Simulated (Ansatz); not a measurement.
Structure types of Pd at zero pressure (relativity switched off)

Structure types of Pd are relaxed in primitive cells with their symmetry kept at 0 GPa, first on PAW files, then by LAPW. The enthalpy is E + pV at zero temperature, without zero-point motion. Only the types listed were tried, and differences under about 5 meV/atom are mesh noise.

Level of theory: DFT with PBE, non-relativistic, in Ansatz 0.2.0; Fermi–Dirac smearing of 0.05 eV, no spin polarisation. LAPW: all electrons, basis error target 0.5 meV/atom.

k meshes: fcc 18×18×18, bcc 18×18×18, hcp 17×17×9.

```tsv
start type	ends as	a, b, c (Å)	V (Å³/atom)	H − H(lowest), LAPW (meV/atom)
fcc	fcc, Fm-3m	4.019, 4.019, 4.019	16.22	0.0
bcc	bcc, Im-3m	3.196, 3.196, 3.196	16.33	?
hcp	hcp, P6_3/mmc	2.830, 2.830, 4.702	16.30	?
```

Give the missing entry: row "hcp", column "H − H(lowest), LAPW (meV/atom)".

22.7.

What belongs in the row "bcc", column "H − H(lowest), LAPW (meV/atom)"?

26.6.
